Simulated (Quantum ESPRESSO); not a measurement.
# MoS2: single point with PBEsol

MoS2, a slab with vacuum:

```
CELL_PARAMETERS angstrom
3.18413 0.00000 0.00000
-1.59206 2.75753 0.00000
0.00000 0.00000 17.33460
ATOMIC_POSITIONS crystal
Mo 0.00290 0.98616 0.99953
S 0.33139 0.66107 0.91056
S 0.32174 0.65518 0.08953
```

The cell isn't the ideal one: atoms moved at random, drawn with an rms of 0.05 Å.

```
Program             : Quantum ESPRESSO 7.5
Task                : single point
Functional          : PBEsol
Potentials or basis : GBRV 1.5 PBEsol
Cutoff              : 612 eV
Density cutoff      : 4898 eV
k mesh              : 10 × 10 × 2
Occupations         : fermi-dirac, width 0.05 eV
Spin                : no spin polarisation
```

```yaml
Largest_force: 0.877 eV/Å
Band_gap_on_the_k_mesh: 1.72 eV, indirect (least direct gap 1.91 eV)
```

Forces in eV/Å, atoms in the order of the input:
```
Mo  -0.782  0.301  0.256
S    0.303 -0.220  0.011
S    0.479 -0.081 -0.268
```

Stress tensor (GPa, compression positive):
```
-1.46 -0.25  0.29
-0.25 -1.65  0.22
 0.29  0.22 -0.51
```

Levels at points of the mesh, in eV from the valence-band top:
```tsv
k point	band 10	band 11	band 12	band 13	band 14	band 15	band 16	band 17
(0.00, 0.00, 0.00)	-1.84	-1.70	-1.40	0.00	2.50	2.91	2.95	3.11
(0.00, 0.00, -0.50)	-1.84	-1.70	-1.40	0.00	2.50	2.91	2.95	3.11
(0.00, -0.50, 0.00)	-3.28	-1.84	-1.09	-0.60	2.20	2.72	3.71	4.40
(0.00, -0.50, -0.50)	-3.28	-1.84	-1.09	-0.60	2.20	2.72	3.71	4.40
(0.50, -0.50, 0.00)	-3.17	-1.95	-1.01	-0.76	2.15	2.71	3.96	4.28
(-0.50, 0.00, 0.00)	-3.30	-1.81	-1.09	-0.60	2.21	2.72	3.69	4.39
(0.50, -0.50, -0.50)	-3.17	-1.95	-1.01	-0.76	2.15	2.71	3.96	4.28
(-0.50, 0.00, -0.50)	-3.30	-1.81	-1.09	-0.60	2.21	2.72	3.69	4.39
```

Wall time 95 s on 2 MPI ranks on Arm Neoverse V2, on a shared host, peak memory 0.7 GiB a rank.
